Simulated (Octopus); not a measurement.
## CaO under changes of volume

One of the cells (13.886 Å³/atom); the others are scaled copies at fixed shape and fractional positions:

```
CELL_PARAMETERS angstrom
0.00000 2.40356 2.40356
2.40356 0.00000 2.40356
2.40356 2.40356 0.00000
ATOMIC_POSITIONS crystal
Ca 0.00000 0.00000 0.00000
O 0.50000 0.50000 0.50000
```

The cell is a database's computed one.

| Quantity | Value |
| --- | --- |
| Program | Octopus 16.4 |
| Functional | PBE |
| Potentials or basis | pseudodojo_pbe (PseudoDojo 0.5, PBE) |
| Grid spacing | 0.131 Å |
| k mesh | 10 × 10 × 10 |
| Occupations | fermi-dirac, width 0.05 eV |
| Spin | no spin polarisation |

```tsv
volume (Å³/atom)	energy over the lowest point (meV/atom)	gap on the mesh (eV)
13.052	29.43	3.64
13.330	15.39	3.65
13.608	?	?
13.886	1.33	3.66
14.163	0.00	3.66
14.441	0.48	3.66
14.719	5.84	3.66
```

Question: What does the run at 13.608 Å³/atom give?

Answer: Energy over the lowest point 6.23 meV/atom; gap on the mesh 3.65 eV.

Worked out: A Birch-Murnaghan fit of order 3 (a polynomial in V^(-2/3)) to the other rows has its minimum at 14.16 Å³/atom with B0 = V·E''(V) = 94 GPa and B' = 4.5. It gives 6.42 meV/atom at 13.608 Å³/atom, against the run's 6.23. A straight line through the other rows of the gap, of slope 0.159 eV per unit of ln V, gives 3.65 eV, against the run's 3.65.

Energies are extrapolated to zero smearing.

A mesh can miss the band edges.
